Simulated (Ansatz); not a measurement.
A series in volume scale on ZrN

Results calculated with Ansatz 0.2.0, not measured. Periodic Kohn-Sham DFT of a crystal at fixed atoms, scaled to volume_scale times the given cell; pressure positive in compression, energy less spherical unpolarised free atoms, largest_vzz the field gradient of largest size among the nuclei.

The cell before it is scaled or strained (space group Fm-3m, No. 225):
```
cell vectors (Å)
   0.0000     2.2842     2.2842
   2.2842     0.0000     2.2842
   2.2842     2.2842     0.0000
atoms (fractions of the cell vectors)
Zr  0.00000  0.00000  0.00000
N   0.50000  0.50000  0.50000
```

Settings of every row: method frozen-core PAW; functional LDA; relativity scalar; k mesh 9x9x9; filling fermi-dirac; smearing width 0.03 eV; wave cutoff 420 eV; paw set soft_2.

Atom start moment: 0 on all atoms.

Limits: PAW files made with PBE.

| row | volume scale | V (Å³/atom) | pressure (GPa) |
| --- | --- | --- | --- |
| 1 | 0.94 | 11.203 | 10.014 |
| 2 | 0.96 | 11.441 | 3.443 |
| 3 | 0.98 | 11.68 | -2.443 |
| 4 | 0.99 | 11.799 | -5.156 |
| 5 | 1 | 11.918 | -7.727 |
| 6 | 1.01 | 12.037 | -10.161 |
| 7 | 1.02 | 12.156 | ? |
| 8 | 1.04 | 12.395 | -16.712 |
| 9 | 1.06 | 12.633 | -20.517 |

Question: what pressure should row 7 give?

Worked fit of pressure. Take u = (V_r/V)^(2/3) − 1 with V_r = 11.858 Å³ an atom, which is twice the finite (Eulerian) strain; such expansions in the strain, on which the Birch-Murnaghan equation of state is built, carry the rest volume and the bulk modulus. The shown rows have u = 0.03861, 0.02415, 0.01013, 0.00333, -0.00336, -0.00994, -0.0291, -0.04133. Least squares give pressure = −6.4485 + 384.526 × u + 1075 × u² GPa; a straight line predicts inner rows, each left out in turn, worse (root mean square 0.56 against 0.015 GPa). The rows lie off it by 0.013, -0.022, 0.000, 0.000, 0.001, 0.003, 0.016, -0.012 (root mean square 0.012 GPa). The pressure vanishes at u = 0.0160, or V = 11.58 Å³ an atom, and there the bulk modulus at fixed shape and fractions is B = −V dP/dV = (2/3)(1 + u) dP/du = 284 GPa. The withheld row has u = -0.01641, so the fit gives −6.4485 + 384.526 × (-0.01641) + 1075 × (-0.01641)² = -12.469 GPa.

The calculation gave -12.467 GPa. The fit lies 0.002 GPa (0.0066 % of the column's range) below it; its largest miss of a shown row is 0.022 GPa.
